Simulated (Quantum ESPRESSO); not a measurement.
Runs of Quantum ESPRESSO 7.5 on CuO (Tenorite). The structure is monoclinic, space group Cc (No. 9). Conventional cell: a = 4.689 Å, b = 3.427 Å, c = 5.132 Å, α = 90.00°, β = 99.65°, γ = 90.00°. Around Cu (site symmetry 1) lie 4 O at 1.91 to 2.02 Å. Around O (site symmetry 1) lie 4 Cu at 1.91 to 2.02 Å. 

| task | level | potentials or basis | cell | k mesh | cutoff (eV) | SCF threshold | form of the LDA correlation | symmetry | gap on the mesh (eV) | pressure (GPa) | largest force (eV/Å) |
| --- | --- | --- | --- | --- | --- | --- | --- | --- | --- | --- | --- |
| single point | PBEsol | GBRV 1.5 PBEsol | atoms moved at random, drawn with an rms of 0.05 Å | 10 × 10 × 5 | 762 | 8e-10 Ry | - | - | none | -1.3 | 1.58 |
| band structure | LDA | GBRV 1.5 LDA | as given | 10 × 10 × 5 | 762 | 8e-10 Ry | PZ81 | - | none | (a) | 0.79 |
| band structure | r2SCAN | SG15 PBE 1.2 | as given | 7 × 7 × 4 | 1197 | 1e-08 Ry | - | off | none | -0.9 | 0.79 |
| single point | PBEsol | GBRV 1.5 PBEsol | as given | 10 × 10 × 5 | 762 | 8e-10 Ry | - | - | none | -2.2 | 0.76 |
| band structure | PBEsol | GBRV 1.5 PBEsol | as given | 10 × 10 × 5 | 762 | 8e-10 Ry | - | - | none | -2.2 | 0.76 |

Alike in all rows: no spin polarisation; smearing fermi-dirac 0.05 eV.

Problem. Fill in the values left out.

Solution. (a) -8.7.

Caveats: the run has no spin polarisation, though such a crystal can be magnetic; semilocal functionals often make such compounds metallic where correlation or magnetic order opens a gap, which also shifts bond lengths; the potentials were made for another functional, which shifts forces and pressure (some runs).

A gap of «none» marks a metal or a gap under the smearing width.
